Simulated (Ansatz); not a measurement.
A (001) slab of ZrSi$_{2}$ (Cmcm (No. 63)), 6 planes, outer planes ZrSi2 (top) and ZrSi2 (bottom), with 18 atoms (Zr6Si12) in a surface cell of A = 26.759 Å², as cut from the bulk:

```yaml
crystal:
  lattice:
    - [3.67426, 0.00000, 0.00000]
    - [-1.83713, 7.28295, 0.00000]
    - [0.00000, 0.00000, 24.14191]
  atoms:
    - { symbol: Zr, position: [0.89528, 0.79057, 0.31066] }
    - { symbol: Si, position: [0.55396, 0.10792, 0.31066] }
    - { symbol: Si, position: [0.25023, 0.50046, 0.31066] }
    - { symbol: Zr, position: [0.10472, 0.20943, 0.38640] }
    - { symbol: Si, position: [0.44604, 0.89208, 0.38640] }
    - { symbol: Si, position: [0.74977, 0.49954, 0.38640] }
    - { symbol: Zr, position: [0.89528, 0.79057, 0.46213] }
    - { symbol: Si, position: [0.55396, 0.10792, 0.46213] }
    - { symbol: Si, position: [0.25023, 0.50046, 0.46213] }
    - { symbol: Zr, position: [0.10472, 0.20943, 0.53787] }
    - { symbol: Si, position: [0.44604, 0.89208, 0.53787] }
    - { symbol: Si, position: [0.74977, 0.49954, 0.53787] }
    - { symbol: Zr, position: [0.89528, 0.79057, 0.61360] }
    - { symbol: Si, position: [0.55396, 0.10792, 0.61360] }
    - { symbol: Si, position: [0.25023, 0.50046, 0.61360] }
    - { symbol: Zr, position: [0.10472, 0.20943, 0.68934] }
    - { symbol: Si, position: [0.44604, 0.89208, 0.68934] }
    - { symbol: Si, position: [0.74977, 0.49954, 0.68934] }
```

All numbers below come from DFT PBEsol, scalar-relativistic, plane waves, PAW (Ansatz 0.2.0). Cutoff 420 eV; k points 10×5×1 on the computed 18-atom cell (Γ-centred); Gaussian smearing, width 0.10 eV; no spin polarisation. The cell repeats along c with a dipole correction in the vacuum.

Against the same 18 atoms in the bulk, the slab as cut lies 6.290 eV higher and the relaxed slab 5.739 eV higher.

Q: Work out the surface energy before and after relaxation.

A: The slab has two faces, so γ = (E_slab − N·E_bulk)/(2A), the mean of both. As cut: 6.290/(2 × 26.759) = 0.1175 eV/Å², and 1 eV/Å² = 16.02 J/m², so γ = 1.88 J/m². Relaxed: 5.739/(2 × 26.759) = 0.1072 eV/Å² = 1.72 J/m². Relaxation recovers 9 % of the cost of cutting.

Q: What is the ideal work of this cut, per area?

A: Griffith's ideal work is 2γ: 3.77 J/m² if the new faces stay rigid, 3.44 J/m² if they relax. One thickness was run, 6 planes, so γ can still shift with it.

Cutting ZrSi2 along (001) is costly, and relaxation lowers the surface energy only from 1.88 to 1.72 J/m². The structure explains the cost: the silicon zigzag chains run along the surface normal, and the square silicon nets also stand upright in the slab. The cut therefore severs covalent Si–Si bonds in both networks, as well as Zr–Si contacts. Each plane has the full ZrSi2 composition and the two faces are equivalent by symmetry, so the mean γ is also the value for each face, with no polar or off-stoichiometric termination to complicate it.

The modest energy gain suggests that the surface atoms adjust their positions without replacing the lost bonds. Silicon atoms of the same kind within a face are a full lattice repeat apart, and the small surface cell rules out their pairing into dimers. The result thus describes an unreconstructed face. It does not establish (001) as the preferred cleavage plane, since a cut perpendicular to the long axis could pass between the silicon networks and leave their bonds intact.
